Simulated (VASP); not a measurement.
# As (R-3m) in VASP: further runs, part 2 of 2

VASP 6.6.1.

### Step 3. Single point, RPBE

Contents of run.py:

```python
from ase.calculators.vasp import Vasp
from ase.dft.bandgap import bandgap
from ase.spacegroup import crystal

atoms = crystal(
    ['As'],
    basis=[[0.0, 0.0, 0.226]],
    spacegroup=166,
    setting=1,
    cellpar=[3.7615938, 3.7615938, 10.54218598, 90.0, 90.0, 120.0],
    primitive_cell=True,
)
calc = Vasp(
    directory='calc',
    xc='rpbe',
    pp='PBE',
    setups='materialsproject',
    prec='Accurate',
    encut=520,
    ediff=1e-07,
    ismear=0,
    sigma=0.05,
    lreal=False,
    lasph=True,
    nelm=100,
    algo='Normal',
    isif=2,
    lwave=False,
    lcharg=False,
    kpts=[9, 9, 9],
    gamma=True,
    nbands=12,
)
atoms.calc = calc

print('energy (eV):', atoms.get_potential_energy())
print('free energy (eV):', atoms.get_potential_energy(force_consistent=True))
print('forces (eV/A):')
print(atoms.get_forces())
print('stress (eV/A^3, Voigt):', atoms.get_stress())
print('Fermi level (eV):', calc.get_fermi_level())
gap, top, bottom = bandgap(calc)
print('band gap (eV):', gap, 'from (spin, k, band)', top, 'to', bottom)
```

Potentials or basis: VASP PAW PBE potentials, release 64 (As).

Launch:

```console
$ python run.py
```

What it wrote:

```text
energy (eV): -8.56691676
free energy (eV): -8.56705786
forces (eV/A):
[[-0.         -0.          0.51772197]
 [ 0.          0.         -0.51772197]]
stress (eV/A^3, Voigt): [-0.0369666 -0.0369666 -0.0334037 -0.        -0.        -0.       ]
Fermi level (eV): 5.58932833
band gap (eV): 0.0 from (spin, k, band) (None, None, None) to (None, None, None)
```

OUTCAR:

```text
ENCUT = 520.000000
   EDIFF = 1.00e-07
   GGA = RP
   PREC = Accurate
   ISIF = 2
   ISMEAR = 0
   NELM = 100
   LASPH = .TRUE.
   LREAL = .FALSE.

 ion  position               nearest neighbor table
   1  0.226  0.226  0.226-   2 2.51   2 2.51   2 2.51
   2  0.774  0.774  0.774-   1 2.51   1 2.51   1 2.51

  LATTYP: Found a trigonal (rhomboedric) cell.
 ALAT       =     4.1309999998
[... 825 lines left out ...]
  in kB       59.2270158     59.2270158     53.5186225      0.0000000     -0.0000000      0.0000000
  external PRESSURE =      57.3242181 kB  Pullay stress =       0.0000000 kB

 VOLUME and BASIS-vectors are now :
 -----------------------------------------------------------------------------
  energy-cutoff  :      520.00
  volume of cell :       43.06
      direct lattice vectors                 reciprocal lattice vectors
     1.880796900  1.085878597  3.514061993     0.265844760  0.153485544  0.094856987
    -1.880796900  1.085878597  3.514061993    -0.265844760  0.153485544  0.094856987
    -0.000000000 -2.171757193  3.514061993     0.000000000 -0.306971087  0.094856987

 POSITION                                       TOTAL-FORCE (eV/Angst)
 -----------------------------------------------------------------------------------
     -0.00000      0.00000      2.38253        -0.000000     -0.000000      0.517722
     -0.00000      0.00000      8.15965         0.000000      0.000000     -0.517722
 -----------------------------------------------------------------------------------
    total drift:                                0.000000     -0.000000      0.000000

  FREE ENERGIE OF THE ION-ELECTRON SYSTEM (eV)
  ---------------------------------------------------
  free  energy   TOTEN  =        -8.5670578613 eV

  energy  without entropy=       -8.5667756516  energy(sigma->0) =       -8.56691676
```

INCAR:

```text
ENCUT = 520.000000
SIGMA = 0.050000
EDIFF = 1.00e-07
ALGO = Normal
GGA = RP
PREC = Accurate
ISIF = 2
ISMEAR = 0
NBANDS = 12
NELM = 100
LASPH = .TRUE.
LCHARG = .FALSE.
LWAVE = .FALSE.
LREAL = .FALSE.
```

It took 24 s on 1 thread of AMD EPYC 9R45 (Zen 5), shared host; peak memory 0.16 GiB.

What came out:

* Free energy: -8.5671 eV
* Pressure: 5.7 GPa
* Largest force: 0.518 eV/Å
* Band gap on the k mesh: none (metal or under the smearing width)

Forces in eV/Å, atoms in the order of the input:
```
As   0.000  0.000  0.518
As   0.000  0.000 -0.518
```

Stress tensor (GPa, compression positive):
```
5.92 0.00 0.00
0.00 5.92 0.00
0.00 0.00 5.35
```

Caveat: the PAW data sets were made with another functional, which shifts forces and pressure a little.

### Step 4. Single point, r2SCAN (supercell [4, 4, 3], atoms moved at random, drawn with an rms of 0.05 Å)

Contents of INCAR:

```
SYSTEM = As
ALGO = Normal
EDIFF = 1E-5
ENCUT = 520
ISIF = 2
ISMEAR = 0
LASPH = .True.
LCHARG = .False.
LMIXTAU = .True.
LREAL = Auto
LUSENCCL = .False.
LWAVE = .False.
METAGGA = R2SCAN
NELM = 80
NSIM = 8
PREC = Accurate
SIGMA = 0.05
```

Contents of KPOINTS:

```
k-points
0
Gamma
  1 1 1
  0 0 0
```

Contents of POSCAR:

```
As
1.0
    7.5231875948      4.3435143828     14.0562479780
   -7.5231875948      4.3435143828     14.0562479780
    0.0000000000     -6.5152715745     10.5421859835
As
96
Direct
    0.0583700000      0.0569920000      0.0731250000
    0.0552610000      0.0604580000      0.4063110000
    0.0563580000      0.0584990000      0.7405620000
    0.0575080000      0.3063350000      0.0757650000
    0.0545010000      0.3074380000      0.4087090000
    0.0575320000      0.3051440000      0.7416010000
    0.0546510000      0.5577690000      0.0761310000
    0.0581560000      0.5592550000      0.4056490000
    0.0487960000      0.5596070000      0.7476330000
    0.0560590000      0.8077420000      0.0748840000
    0.0591740000      0.8007290000      0.4117220000
    0.0617890000      0.8036430000      0.7406440000
    0.3036970000      0.0557470000      0.0805510000
    0.3048180000      0.0543840000      0.4117860000
    0.3051990000      0.0554860000      0.7448070000
    0.3063710000      0.3059900000      0.0747440000
    0.3089380000      0.3065700000      0.4062350000
    0.3053540000      0.3086170000      0.7392780000
    0.3076700000      0.5541640000      0.0794910000
    0.3047990000      0.5548790000      0.4122020000
    0.3062230000      0.5560070000      0.7402310000
    0.3041900000      0.8086060000      0.0742780000
    0.3066710000      0.8057320000      0.4047710000
    0.3082050000      0.8071910000      0.7379580000
    0.5559300000      0.0591630000      0.0732650000
    0.5568350000      0.0532620000      0.4083210000
    0.5563190000      0.0567580000      0.7441040000
    0.5541580000      0.3033860000      0.0792060000
    0.5585890000      0.3050650000      0.4059730000
    0.5573440000      0.3073480000      0.7410770000
    0.5584750000      0.5549810000      0.0744560000
    0.5555980000      0.5566300000      0.4032910000
    0.5552470000      0.5558000000      0.7405470000
    0.5570270000      0.8057000000      0.0781510000
    0.5578870000      0.8083880000      0.4077690000
    0.5551780000      0.8036510000      0.7432520000
    0.8093780000      0.0523860000      0.0750220000
    0.8071740000      0.0565980000      0.4100630000
    0.8060750000      0.0559400000      0.7412800000
    0.8067200000      0.3048470000      0.0791390000
    0.8060290000      0.2999520000      0.4110080000
    0.8099510000      0.3074910000      0.7332290000
    0.8040860000      0.5590740000      0.0727280000
    0.8054690000      0.5574870000      0.4102400000
    0.8058860000      0.5575020000      0.7409800000
    0.8037720000      0.8071400000      0.0754140000
    0.8044420000      0.8044160000      0.4110800000
    0.8093050000      0.8034950000      0.7421120000
    0.1938730000      0.1918330000      0.2590750000
    0.1938480000      0.1921530000      0.5893670000
    0.1937310000      0.1904070000      0.9254770000
    0.1924130000      0.4460040000      0.2607420000
    0.1898200000      0.4445070000      0.5888140000
    0.1943640000      0.4443700000      0.9216810000
    0.1930100000      0.6955190000      0.2579530000
    0.1972430000      0.6945960000      0.5854770000
    0.1921220000      0.6944850000      0.9249850000
    0.1938060000      0.9433720000      0.2582570000
    0.1907150000      0.9473780000      0.5882410000
    0.1928320000      0.9475100000      0.9239590000
    0.4440050000      0.1920390000      0.2566210000
    0.4494280000      0.1879770000      0.5875500000
    0.4409400000      0.1940490000      0.9229250000
    0.4441800000      0.4435080000      0.2605720000
    0.4423270000      0.4384900000      0.5996960000
    0.4416720000      0.4481220000      0.9214200000
    0.4446680000      0.6924810000      0.2630040000
    0.4465670000      0.6885120000      0.5949560000
    0.4412300000      0.6939150000      0.9235380000
    0.4458960000      0.9384510000      0.2606940000
    0.4435840000      0.9415840000      0.5930940000
    0.4413900000      0.9436370000      0.9239660000
    0.6921510000      0.1938980000      0.2583190000
    0.6938110000      0.1935850000      0.5929480000
    0.6922250000      0.1935140000      0.9244560000
    0.6913640000      0.4434630000      0.2623740000
    0.6906190000      0.4451750000      0.5939640000
    0.6924060000      0.4408000000      0.9239790000
    0.6936320000      0.6919560000      0.2558630000
    0.6934280000      0.6903560000      0.5924170000
    0.6936300000      0.6932480000      0.9254070000
    0.6919560000      0.9483590000      0.2518650000
    0.6908900000      0.9470300000      0.5890970000
    0.6937140000      0.9424190000      0.9256520000
    0.9436130000      0.1926330000      0.2609360000
    0.9416170000      0.1934910000      0.5940760000
    0.9435100000      0.1917350000      0.9245520000
    0.9419760000      0.4395040000      0.2624260000
    0.9420320000      0.4418740000      0.5955380000
    0.9437740000      0.4439930000      0.9210400000
    0.9408870000      0.6933830000      0.2546460000
    0.9483580000      0.6859960000      0.5927860000
    0.9439050000      0.6904710000      0.9231010000
    0.9454150000      0.9429150000      0.2549470000
    0.9428510000      0.9439740000      0.5889790000
    0.9441230000      0.9423750000      0.9234150000
```

Launch:

```console
$ cat potpaw_PBE.64/As/POTCAR > POTCAR
$ mpirun -np 1 vasp_gam > vasp.out
```

It took 5.3 min on 1 × NVIDIA H100 80GB with 1 thread of AMD EPYC 7R13 (Zen 3), shared host; peak memory 3.4 GiB.

The run converged, but some of its settings lie outside the range that counts as converged, so its numbers aren't taken as properties of the crystal.

What came out:

```
Free energy            : -1409.0195 eV
Pressure               : 2.0 GPa
Largest force          : 1.360 eV/Å
Band gap on the k mesh : 0.05 eV
```

Caveat: the k mesh is coarse (spacing up to 0.67 Å⁻¹), so the values aren't converged; the PAW data sets were made with another functional, which shifts forces and pressure a little; an odd mesh through Γ misses points on the zone boundary, where band edges often lie.
